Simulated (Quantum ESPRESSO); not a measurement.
SrO: energy against volume and a worked fit

Space group Fm-3m (No. 225). a = 5.133 Å, b = 5.133 Å, c = 5.133 Å, α = 90.00°, β = 90.00°, γ = 90.00°
```csv
atom,site,symmetry,x,y,z
Sr,4b,m-3m,0.5000,0.0000,0.0000
O,4a,m-3m,0.0000,0.0000,0.0000
```

The cell was scaled at fixed shape and fractions and run with Quantum ESPRESSO, PseudoDojo 0.4.1 SR PBE standard, cutoff 1143 eV; PBE+D3(BJ), k mesh 9 × 9 × 9 on the cell of 2 atoms, fermi-dirac occupations of 0.05 eV, no spin polarisation, no spin-orbit coupling. Energies are those that the program minimises, any entropy of the smearing included.

| V (Å³/atom) | energy over the lowest row (meV/atom) |
| --- | --- |
| 15.8873 | 26.34 |
| 16.2253 | ? |
| 16.5634 | 4.27 |
| 16.9014 | 0.15 |
| 17.2394 | 0.00 |
| 17.5774 | 3.43 |
| 17.9155 | 10.04 |

Fit the third-order Birch-Murnaghan form, give V0, B0 and B′, and predict the energy left open.

With y = (V0/V)^(2/3), E = E0 + (9 V0 B0/16) [(y - 1)³ B′ + (y - 1)² (6 - 4y)]. Least squares through the rows shown give V0 = 17.0818 Å³/atom, E0 = -0.39 meV, B0 = 89.74 GPa (1 eV/Å³ = 160.218 GPa) and B′ = 4.53, with a largest miss of 0.01 meV. At V = 16.2253 the form with these constants gives 12.83 meV; the run gave 12.82 meV an atom.

The energy curve is smooth and clearly anharmonic, with compression away from the minimum costing more than a comparable expansion. This is the expected behaviour of a strongly ionic oxide. The electrostatic attraction between Sr²⁺ and O²⁻ varies slowly with distance, whereas the Pauli repulsion between their filled shells rises steeply as the ions are pushed together. The same balance explains the sizeable bulk modulus of 89.74 GPa and its increase under pressure, expressed by B′ = 4.53. The fitted minimum lies between two computed volumes, and the listed cell is slightly compressed relative to it.

The open energy is recovered almost exactly, but it lies inside the fitted range. It therefore tests the interpolation and the numerical smoothness of the data, not the accuracy of the functional or the form's reliability at much stronger compression. Because only the rock-salt structure was followed, the curve cannot locate the known pressure-induced transition to the caesium chloride type, which would need a matching curve for that phase.
